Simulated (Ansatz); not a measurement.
This log comes from Ansatz, run on CaF2 (fluorite). The cell was relaxed with r2SCAN and then strained, so it isn't that functional's minimum.

The cell given to it:
```
CELL_PARAMETERS angstrom
0.00000 2.71959 2.71959
2.71959 0.00000 2.71959
2.71959 2.71959 0.00000
ATOMIC_POSITIONS crystal
Ca 0.00000 0.00000 0.00000
F 0.25000 0.25000 0.25000
F 0.75000 0.75000 0.75000
```

Main lines of the log:
```
scf.n_extra_bands = 4 over 12 filled bands (N_el = 24.0): the run solves 16 bands
Pseudopotential: Ca, paw, valence charge 10, recommended cutoff 420 eV
Pseudopotential: F, paw, valence charge 7, recommended cutoff 420 eV
Crystal: 3 atoms, lattice volume = 40.229 Å³
Basis set: ecut = 420 eV, 749 PW (Γ)
Symmetry: 48 space group operations
Space group: Fm-3m (ITA 225)
k-points: 16 of 216
Exchange kernel: α = 0.2500, screened, ω = 0.2079 Å⁻¹, Wigner–Seitz truncation, v(0) = 1046.4131 eV·Å³, q-mesh 6×6×6
hybrid outer 1: dexx = +9.771e-3 eV, tail = 1.42e-5 eV
hybrid outer 2: dexx = +2.844e-7 eV, tail = 1.43e-8 eV, Δε = 1.04e-3 eV
Free energy (F): -3440.367604 eV
Fermi energy:    1.834437 eV
--- Forces (eV/Å), atoms counted from 1 ---
  atom   1  Ca      0.00000      0.00000      0.00000
  atom   2  F       0.00000      0.00000      0.00000
  atom   3  F       0.00000      0.00000      0.00000
--- Stress (GPa, compression-positive) ---
        1.352038       0.000000       0.000000
        0.000000       1.352038       0.000000
        0.000000       0.000000       1.352038
  P = ⅓ Tr σ = 1.3520 GPa (13.520 kbar)
--- Band table (eV; the first three rows and the last of 16) ---
  k-point 0: bands = […, -0.3957, -0.3957, -0.3957, 1.5652, 1.5652, 1.5652, 11.2839, 13.6933, 13.6933, 16.0148]
  k-point 1: bands = […, -0.2666, -0.2666, -0.1661, 1.2637, 1.4369, 1.4369, 11.9714, 13.7493, 13.7493, 15.7441]
  k-point 2: bands = […, 0.0398, 0.0398, 0.2794, 0.7486, 1.1432, 1.1432, 13.3020, 13.8650, 13.8650, 15.3881]
  k-point 15: bands = […, -0.7597, -0.1962, 0.3956, 1.0862, 1.5253, 1.7686, 12.5803, 14.2894, 14.4814, 14.9076]
```

The file bands.tsv (bands near the Fermi energy, numbered from 0, rounded):
```tsv
# k_distance	band_7	band_8	band_9	band_10	band_11	band_12	band_13	band_14	band_15
# fermi_ev = 1.834437
# [0, 0, 0] at k_distance = 0.000000
# [0.5, 0, 0.5] at k_distance = 1.155170
# [0.625, 0.25, 0.625] at k_distance = 1.563584
# [0.375, 0.375, 0.75] at k_distance = 2.270979
# [0.5, 0.5, 0.5] at k_distance = 2.978373
# [0.5, 0.25, 0.75] at k_distance = 3.795202
# levels_relative_to = fermi_ev
0.000	-2.230	-2.230	-0.269	-0.269	-0.269	9.449	11.859	11.859	14.180
1.155	-1.757	-1.757	-0.371	-0.371	0.000	10.494	12.272	12.942	13.793
1.564	-1.832	-1.598	-0.668	-0.461	-0.099	10.781	12.463	12.602	13.158
2.271	-1.832	-1.598	-0.668	-0.461	-0.099	10.781	12.463	12.602	13.158
2.978	-1.582	-1.356	-1.297	-0.893	-0.893	12.090	12.090	12.505	12.889
3.795	-2.232	-1.104	-1.104	-0.279	-0.097	10.851	12.525	12.704	12.704
```
In order the rows are Γ, X, U, K, L, W.

**Question.** Reconstruct the input.

**Answer.**
```yaml
crystal:
  # lattice and atoms as above
kpoints:
  mp_grid: { grid: [6, 6, 6] }
  band_path:
    path:
      - [0.0, 0.0, 0.0]
      - [0.5, 0.0, 0.5]
      - [0.625, 0.25, 0.625]
      - [0.375, 0.375, 0.75]
      - [0.5, 0.5, 0.5]
      - [0.5, 0.25, 0.75]
    npoints: 1
hamiltonian:
  xc: hse06
scf:
  occupations: { method: fixed }
  n_extra_bands: 4
output:
  forces: true
  stress: true
  eigenvalues: true
```
The exchange loop shows exact exchange. A single point prints forces and stress when the output block asks for them. Close relatives of this functional can't be ruled out from these lines alone. Keys that aren't typed take their defaults; thresholds and the kind of smearing can't be read off these lines.

Run as `ansatz run input.yaml --threads 2 --pin off --max-ram 2211MiB --backend cpu --events-out ev --progress --plain --runs-dir out`.

Spin-unpolarised throughout; all numbers are computed.

The program warns that its thresholds are loose for a hybrid's stress.
